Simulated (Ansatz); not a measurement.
Consider LiBr in the rock salt structure (space group Fm-3m, No. 225; a = 5.511 Å).

All numbers come from Ansatz (a quantum-chemistry and plane-wave program), PBE, PAW, cutoff 420 eV, scalar-relativistic without spin-orbit coupling.

```tsv
level	lattice parameter a
PBE	5.511 Å
```

Measured: lattice parameter a 5.459 Å (0 K or low temperature; as listed in Klaus Doll, Hermann Stoll, Phys. Rev. B (1998)).

Computed minus measured — lattice parameter a: PBE +1.0 %. Measured values not marked as corrected hold thermal and zero-point effects that the static-lattice runs lack.

No phonon test of stability was made.
